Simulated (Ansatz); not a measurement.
# Ga (Cmcm) in Ansatz: a series of runs

The runs below take Ga through single point, equation of state, with PBEsol.

Everything below comes from runs of Ansatz 0.2.0. Logs are shortened: lines on timing, memory, paths and dates and some standing lists are left out, and cuts for length are marked.

## 1. The structure

It takes space group Cmcm (No. 63, orthorhombic). The conventional cell has a = 2.900 Å, b = 8.130 Å, c = 3.170 Å, α = 90.00°, β = 90.00°, γ = 90.00°. Ga (site symmetry m2m) is surrounded by 8 Ga at 2.68 to 2.90 Å.

This isn't the form of Ga at room conditions, which is orthorhombic.

## 2. Single point, PBEsol, 17.56 Å³/atom (volume scaled by 0.94)

File input.yaml:

```yaml
crystal:
  lattice:
    - [1.4203998576, -3.9820175319, 0.0]
    - [1.4203998576, 3.9820175319, 0.0]
    - [0.0, 0.0, 3.1052879646]
  atoms:
    - { symbol: Ga, position: [0.133, 0.867, 0.75] }
    - { symbol: Ga, position: [0.867, 0.133, 0.25] }
hamiltonian:
  xc: pbesol
  pseudopotentials: { kind: paw }
kpoints:
  mp_grid: { grid: [10, 10, 8] }
scf:
  occupations: { method: fermi_dirac, width: 0.05 }
output:
  forces: true
  stress: true
  eigenvalues: true
```

Potentials or basis: Ansatz PAW.

Started as:

```bash
> ansatz run input.yaml --threads 2 --pin off --max-ram 5632MiB --backend cpu --events-out ev --progress --plain --runs-dir out
```

What it wrote:

```text
Warning: RAYON_NUM_THREADS=2 ignored (pool sized by the plan → 2); use --threads N
Engine: ansatz 0.2.0, x86_64-unknown-linux-gnu
Pseudopotentials: kind: paw
Pseudopotential: Ga, paw, valence charge 13, recommended cutoff 420 eV (normal), Ga.paw.azcp
Functional definition: PBEsol
  exchange = pbesol_x
  correlation = pbesol_c
Crystal: 2 atoms, lattice volume = 35.127 Å³
Basis set: ecut = 420 eV, 679 PW (Γ), exchange–correlation on 60×60×48 points (8 copies of the dense FFT grid, shifted against one another)
Bands: 17, of which v1, the nominal top of the filled ones, is band 13 counted from 1 (12 counted from 0)
Symmetry: 8 space group operations
Space group: Cmcm (ITA 63), of the structure as read, at distance tolerance 3.3e-5 Å
k-points: 155 of 800
Non-local potential: Ga, projectors of the file, l = 0: 2, l = 1: 2, l = 2: 3, l = 3: 1
PAW form: soft (Blöchl's): semilocal exchange-correlation on the pseudo side does not see the compensation charge
PAW frozen core: Ga, regenerated for the run's functional, and the local potential with it (the file was generated under x = pbe(κ = 0.804, μ = 0.2195149727645171), c = pbe(β = 0.06672455060314922))
PAW one-centre angular grid: Ga, 590 points (default); XC on 64 Gauss nodes
Initial density: superposition of atomic densities (neutral atoms: chi_scale 0, normalization atom), corrected by the library's trained network
Initial wavefunctions: pseudopotential atomic-orbital guess
Functional: x = pbesol(κ = 0.804, μ = 0.12345679012345678), c = pbesol(β = 0.046)
SCF iter   1: F=—  HF=-7486.386829 eV  |F-HF|=—  |Δ(HF+E_count)|=         —  Δρ=2.42e-3  dr2=1.06e-3  ethr=1.77e-3  ⟨swp⟩=5.4  Hψ=11826  notcnv=0
preconditioner: auto → Kerker (q_TF=auto, 2.595 Å⁻¹)  [metal: Δε(μ)=0.081 eV  Ē_g=17.395 eV  σ=0.050 eV  W_gap=0.38  n_scr=12 (ndim 8)  ℏωp=31.9 eV  f_vac=0.000  D(μ)=0.37/eV (n_scr^D=0)]
SCF iter   2: F=—  HF=-7486.385561 eV  |F-HF|=—  |Δ(HF+E_count)|=   1.27e-3  Δρ=1.22e-3  dr2=3.31e-4  ethr=4.08e-6  ⟨swp⟩=2.0  Hψ=5744  notcnv=0
SCF iter   3: F=—  HF=-7486.385537 eV  |F-HF|=—  |Δ(HF+E_count)|=   2.41e-5  Δρ=4.90e-4  dr2=7.93e-5  ethr=1.27e-6  ⟨swp⟩=1.0  Hψ=2619  notcnv=0
SCF iter   4: F=—  HF=-7486.385519 eV  |F-HF|=—  |Δ(HF+E_count)|=   1.83e-5  Δρ=9.28e-5  dr2=4.66e-6  ethr=3.05e-7  ⟨swp⟩=2.2  Hψ=3289  notcnv=0
SCF iter   5: F=—  HF=-7486.385519 eV  |F-HF|=—  |Δ(HF+E_count)|=   2.14e-7  Δρ=7.64e-5  dr2=9.79e-7  ethr=1.79e-8  ⟨swp⟩=2.0  Hψ=4635  notcnv=0
SCF iter   6: F=—  HF=-7486.385518 eV  |F-HF|=—  |Δ(HF+E_count)|=   7.40e-7  Δρ=2.74e-5  dr2=1.08e-7  ethr=3.77e-9  ⟨swp⟩=2.0  Hψ=4633  notcnv=0
SCF iter   7: F=-7486.385518 eV  HF=-7486.385518 eV  |F-HF|=2.10e-8  |Δ(HF+E_count)|=   1.41e-8  Δρ=1.02e-5  dr2=1.72e-8  ethr=3.85e-10  ⟨swp⟩=4.3  Hψ=9216  notcnv=0
SCF 1 converged in 7 iterations: F = -7486.385518 eV  dr2 = 1.72e-8
SCF converged after 7 iterations
Free energy (F): -7486.385518 eV
Harris-Foulkes:  -7486.385518 eV  (|F-HF|=2.10e-8)
Internal energy: -7486.382250 eV  (E = F + TS)
E sigma→0 (E₀):  -7486.383884 eV
Entropy (-TS):   -0.003269 eV (-1.634 meV/atom)
Fermi energy:    10.599060 eV
--- Per-component energies (eV) ---
  E_band       = -53.021697
  E_kinetic    = 231.586871
  E_local      = -3513.820219  (includes V_loc(G=0)·N_el)
  E_nonlocal   = 847.216375
  E_hartree    = 1656.107048
  E_xc         = -138.632375
  E_vxc        = -117.954914  (∫ρ·V_xc dr)
  E_paw        = -3892.981054  (= ΣΔE_a)
  E_vpaw       = -812.273986  (= ΣTr[D̂ρ^β])
  E_aug_tail   = -0.000239  (compensation charges beyond the density's cutoff)
  E_ewald      = -2677.584613
  E_core_change = 1.725956  (= ΣΔE_core)
  E_smearing   = -0.003269  (= −TS)
  E_closure    = 0.000000  (closes the sum)
  Σ components = -7486.385518   (vs F -7486.385518, Δ=0.00e0)
--- Forces (eV/Å), atoms counted from 1 ---
  atom   1  Ga     0.00000000    -0.23535657     0.00000000
  atom   2  Ga     0.00000000     0.23535657     0.00000000
  max |Σ_I F_I| component: 0.00e0 eV/Å
--- Stress (GPa, compression-positive) ---
       -0.909282       0.000000       0.000000
        0.000000       2.372601       0.000000
        0.000000       0.000000       3.216217
  P = ⅓ Tr σ = 1.5598 GPa (15.598 kbar)
--- Band table (eV; the first three rows and the last of 155) ---
  k-point 0: bands = ["-4.6838", "-4.6473", "-4.5683", "-4.5601", "-4.3306", "-4.3081", "-4.2769", "-4.2572", "-4.2565", "-4.0739", "-1.1671", "8.1025", "9.1427", "13.5417", "17.3219", "18.7460", "19.7142"]
  k-point 1: bands = ["-4.6640", "-4.6494", "-4.5666", "-4.5302", "-4.3598", "-4.3528", "-4.2572", "-4.2379", "-4.2330", "-4.1036", "-0.9187", "8.3971", "9.0934", "11.5998", "18.9806", "19.9293", "19.9428"]
  k-point 2: bands = ["-4.6795", "-4.5719", "-4.5614", "-4.4721", "-4.4063", "-4.4056", "-4.2677", "-4.2003", "-4.1991", "-4.1733", "-0.1663", "7.5877", "9.2620", "10.7132", "17.5484", "17.7145", "19.6543"]
  k-point 154: bands = ["-4.6049", "-4.6049", "-4.5157", "-4.5157", "-4.3555", "-4.3555", "-4.2691", "-4.2691", "-4.2265", "-4.2265", "4.8754", "4.8754", "6.0247", "6.0247", "20.6176", "20.6176", "22.5456"]
```

Wall time 8.9 s (2 threads of Intel Xeon at 2.50GHz (Skylake/Cascade Lake), shared host); peak memory 0.39 GiB.

What came out:

| Item | Value |
| --- | --- |
| Free energy | -7486.3855 eV |
| Pressure | 1.6 GPa |
| Largest force | 0.235 eV/Å |
| Band gap on the k mesh | none (metal or under the smearing width) |

Caveat: the PAW data sets come from PBE, with cores solved anew for the run's functional, which leaves a small shift of forces and pressure.

## 3. Single point, PBEsol, 17.94 Å³/atom (volume scaled by 0.96)

input.yaml, as its differences from that of step 2:

```diff
@@ -2,5 +2,5 @@
   lattice:
-    - [1.4203998576, -3.9820175319, 0.0]
-    - [1.4203998576, 3.9820175319, 0.0]
-    - [0.0, 0.0, 3.1052879646]
+    - [1.4304030031, -4.0100608329, 0.0]
+    - [1.4304030031, 4.0100608329, 0.0]
+    - [0.0, 0.0, 3.1271569103]
   atoms:
```

Potentials or basis: Ansatz PAW.

Started as:

```bash
> ansatz run input.yaml --threads 2 --pin off --max-ram 5632MiB --backend cpu --events-out ev --progress --plain --runs-dir out
```

Run time: 8.5 s. Hardware: 2 threads of Intel Xeon at 2.50GHz (Skylake/Cascade Lake), shared host; peak memory 0.39 GiB.

It converged, with:

```
Free energy            : -7486.3895 eV
Pressure               : 0.2 GPa
Largest force          : 0.227 eV/Å
Band gap on the k mesh : none (metal or under the smearing width)
```

Caveat: the PAW data sets come from PBE, with cores solved anew for the run's functional, which leaves a small shift of forces and pressure.

## 4. Single point, PBEsol, 18.31 Å³/atom (volume scaled by 0.98)

input.yaml, as its differences from that of step 3:

```diff
@@ -2,5 +2,5 @@
   lattice:
-    - [1.4304030031, -4.0100608329, 0.0]
-    - [1.4304030031, 4.0100608329, 0.0]
-    - [0.0, 0.0, 3.1271569103]
+    - [1.4402681631, -4.0377172988, 0.0]
+    - [1.4402681631, 4.0377172988, 0.0]
+    - [0.0, 0.0, 3.1487241912]
   atoms:
```

Started as:

```bash
> ansatz run input.yaml --threads 2 --pin off --max-ram 5632MiB --backend cpu --events-out ev --progress --plain --runs-dir out
```

Wall time 7.9 s (2 threads of Intel Xeon at 2.50GHz (Skylake/Cascade Lake), shared host); peak memory 0.39 GiB.

The run converged. Its results:

```yaml
Free_energy: -7486.3875 eV
Pressure: -1.0 GPa
Largest_force: 0.219 eV/Å
Band_gap_on_the_k_mesh: none (metal or under the smearing width)
```

Caveat: the PAW data sets come from PBE, with cores solved anew for the run's functional, which leaves a small shift of forces and pressure.

## 5. Single point, PBEsol, 18.68 Å³/atom

input.yaml, as its differences from that of step 4:

```diff
@@ -2,5 +2,5 @@
   lattice:
-    - [1.4402681631, -4.0377172988, 0.0]
-    - [1.4402681631, 4.0377172988, 0.0]
-    - [0.0, 0.0, 3.1487241912]
+    - [1.45, -4.065, 0.0]
+    - [1.45, 4.065, 0.0]
+    - [0.0, 0.0, 3.17]
   atoms:
```

Started as:

```bash
> ansatz run input.yaml --threads 2 --pin off --max-ram 5632MiB --backend cpu --events-out ev --progress --plain --runs-dir out
```

It took 7.3 s on 2 threads of Intel Xeon at 2.50GHz (Skylake/Cascade Lake), shared host; peak memory 0.39 GiB.

It converged, with:

| Property | Result |
| --- | --- |
| Free energy | -7486.3801 eV |
| Pressure | -2.1 GPa |
| Largest force | 0.211 eV/Å |
| Band gap on the k mesh | none (metal or under the smearing width) |

Caveat: the PAW data sets come from PBE, with cores solved anew for the run's functional, which leaves a small shift of forces and pressure.

## 6. Single point, PBEsol, 19.06 Å³/atom (volume scaled by 1.02)

input.yaml, as its differences from that of step 5:

```diff
@@ -2,5 +2,5 @@
   lattice:
-    - [1.45, -4.065, 0.0]
-    - [1.45, 4.065, 0.0]
-    - [0.0, 0.0, 3.17]
+    - [1.4596029289, -4.0919213144, 0.0]
+    - [1.4596029289, 4.0919213144, 0.0]
+    - [0.0, 0.0, 3.1909939893]
   atoms:
```

Potentials or basis: Ansatz PAW.

Started as:

```bash
> ansatz run input.yaml --threads 2 --pin off --max-ram 5632MiB --backend cpu --events-out ev --progress --plain --runs-dir out
```

Run time: 7.6 s. Hardware: 2 threads of Intel Xeon at 2.50GHz (Skylake/Cascade Lake), shared host; peak memory 0.39 GiB.

Results (log left out):

```yaml
Free_energy: -7486.3680 eV
Pressure: -3.1 GPa
Largest_force: 0.203 eV/Å
Band_gap_on_the_k_mesh: none (metal or under the smearing width)
```

Caveat: the PAW data sets come from PBE, with cores solved anew for the run's functional, which leaves a small shift of forces and pressure.

## 7. Single point, PBEsol, 19.43 Å³/atom (volume scaled by 1.04)

input.yaml, as its differences from that of step 6:

```diff
@@ -2,5 +2,5 @@
   lattice:
-    - [1.4596029289, -4.0919213144, 0.0]
-    - [1.4596029289, 4.0919213144, 0.0]
-    - [0.0, 0.0, 3.1909939893]
+    - [1.4690811355, -4.1184929765, 0.0]
+    - [1.4690811355, 4.1184929765, 0.0]
+    - [0.0, 0.0, 3.2117153101]
   atoms:
@@ -19 +19,5 @@
   eigenvalues: true
+  write_density: true
+  write_potential: true
+  elf: true
+  volumetric_format: npy
```

Started as:

```bash
> ansatz run input.yaml --threads 2 --pin off --max-ram 5632MiB --backend cpu --events-out ev --progress --plain --runs-dir out
```

It took 11 s on 2 threads of Intel Xeon at 2.50GHz (Skylake/Cascade Lake), shared host; peak memory 0.4 GiB.

It converged, with:

- Free energy: -7486.3517 eV
- Pressure: -3.9 GPa
- Largest force: 0.195 eV/Å
- Band gap on the k mesh: none (metal or under the smearing width)

Caveat: the PAW data sets come from PBE, with cores solved anew for the run's functional, which leaves a small shift of forces and pressure.

## 8. Single point, PBEsol, 19.81 Å³/atom (volume scaled by 1.06)

input.yaml, as its differences from that of step 7:

```diff
@@ -2,5 +2,5 @@
   lattice:
-    - [1.4690811355, -4.1184929765, 0.0]
-    - [1.4690811355, 4.1184929765, 0.0]
-    - [0.0, 0.0, 3.2117153101]
+    - [1.4784385925, -4.1447261231, 0.0]
+    - [1.4784385925, 4.1447261231, 0.0]
+    - [0.0, 0.0, 3.2321726471]
   atoms:
```

Started as:

```bash
> ansatz run input.yaml --threads 2 --pin off --max-ram 5632MiB --backend cpu --events-out ev --progress --plain --runs-dir out
```

Run time: 10 s. Hardware: 2 threads of Intel Xeon at 2.50GHz (Skylake/Cascade Lake), shared host; peak memory 0.4 GiB.

Results (log left out):

```
Free energy            : -7486.3318 eV
Pressure               : -4.6 GPa
Largest force          : 0.187 eV/Å
Band gap on the k mesh : none (metal or under the smearing width)
```

Caveat: the PAW data sets come from PBE, with cores solved anew for the run's functional, which leaves a small shift of forces and pressure.

## 9. Equation of state, PBEsol

Potentials or basis: Ansatz PAW.

No new run: the results of the series are fitted here.

Results:

```
Equilibrium volume                        : 17.99 Å³/atom
Bulk modulus at fixed shape and positions : 62 GPa
Pressure derivative of the bulk modulus   : 5.2
```

Energy against volume, from the lowest point:
```
volume (Å³/atom)  energy (meV/atom)
          17.564               2.00
          17.937               0.00
          18.311               1.02
          18.685               4.72
          19.058              10.78
          19.432              18.91
          19.806              28.84
```

Caveat: the cell was scaled at fixed shape and fractional positions, which overstates the stiffness of a crystal with free parameters, most of all of layers and chains.
